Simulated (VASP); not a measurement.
# SnTe in VASP: one cell, several levels of theory

SnTe built on the rocksalt prototype, under -2.0 % biaxial strain in x and y, free along z is computed at one geometry. Runs: PBE, r2SCAN. The results are then set beside those of Ansatz 0.2.0 for the same cell.

Program: VASP 6.6.1. PAW datasets, plane waves. No spin polarisation and no zero-point or thermal motion.

## (1) Starting point

The cell comes from an earlier relaxation with r2SCAN in another program, then strained, with the atoms relaxed again.

It is tetragonal, I4/mmm (No. 139); a = 4.420 Å, c = 6.392 Å in the conventional setting, 31.22 Å³ an atom. Near Sn stand 6 Te at 3.13–3.20 Å; near Te stand 6 Sn at 3.13–3.20 Å.

Structure file:

```
CELL_PARAMETERS angstrom
0.00000 3.12554 3.19591
3.12554 0.00000 3.19591
3.12554 3.12554 0.00000
ATOMIC_POSITIONS crystal
Sn 0.00000 0.00000 0.00000
Te 0.50000 0.50000 0.50000
```

## (2) Single point with PBE

File INCAR:

```
ENCUT = 520.000000
SIGMA = 0.020000
EDIFF = 1.00e-07
GGA = PE
PREC = Accurate
IBRION = -1
ISIF = 2
ISMEAR = -1
NBANDS = 17
NELM = 120
NSW = 0
LASPH = .TRUE.
LCHARG = .FALSE.
LWAVE = .FALSE.
LREAL = .FALSE.
```

File KPOINTS:

```
KPOINTS created by Atomic Simulation Environment
0
Gamma
8 8 8
0 0 0
```

File KPOINTS_OPT:

```
special points
8
Reciprocal
0.0000000000 0.0000000000 0.0000000000 1
0.5000000000 0.0000000000 0.5000000000 1
0.6250000000 0.2500000000 0.6250000000 1
0.3750000000 0.3750000000 0.7500000000 1
0.5000000000 0.5000000000 0.5000000000 1
0.5000000000 0.2500000000 0.7500000000 1
-0.0159510000 -0.0123700000 0.4828290000 1
-0.0122070000 0.0053710000 0.4943030000 1
```

File POSCAR:

```
Sn Te
 1.0000000000000000
     0.0000000000000000    3.1255437384999998    3.1959148668999999
     3.1255437384999998    0.0000000000000000    3.1959148668999999
     3.1255437384999998    3.1255437384999998    0.0000000000000000
 Sn  Te
   1   1
Cartesian
  0.0000000000000000  0.0000000000000000  0.0000000000000000
  3.1255437384999993  3.1255437384999993  3.1959148668999995
```

The run uses the recommended PBE PAW datasets (20 valence electrons a neutral cell).

The run is started by

```bash
$ mpirun -np 1 vasp_std
```

## (3) r2SCAN

File INCAR:

```
ENCUT = 520.000000
SIGMA = 0.020000
EDIFF = 1.00e-07
ALGO = Normal
METAGGA = R2SCAN
PREC = Accurate
IBRION = -1
ISIF = 2
ISMEAR = -1
NBANDS = 17
NELM = 120
NSW = 0
LASPH = .TRUE.
LCHARG = .TRUE.
LELF = .TRUE.
LWAVE = .FALSE.
LREAL = .FALSE.
```

KPOINTS is that of step 2.

KPOINTS_OPT is that of step 2.

POSCAR is that of step 2.

Q: Predict the outcome of this session. Wanted: for each run, gap; pressure; Ansatz: gap; Ansatz: pressure.

**Answer**, as computed:

| level | gap (eV) | pressure (GPa) | Ansatz: gap (eV) | Ansatz: pressure (GPa) |
| --- | --- | --- | --- | --- |
| PBE | -0.01 | 2.39 | -0.01 | 2.45 |
| r2SCAN | 0.01 | 1.71 | 0.01 | 1.71 |

A negative gap is an overlap of bands.

In words: No gap over 0.02 eV opens at any of these levels. Spin-orbit coupling is left out, though the cell holds Te (Z = 52); in an element this heavy it can shift bands and gaps by tenths of an eV. At this one volume the pressure spans 1.7 GPa (r2SCAN) to 2.4 GPa (PBE): PBE wants the largest cell and r2SCAN the smallest. The two programs agree on the overlap of the bands within 0.01 eV, far less than the spread between functionals. The two codes have different PAW datasets and cutoffs. VASP's cell holds 20 valence electrons and Ansatz's 30.
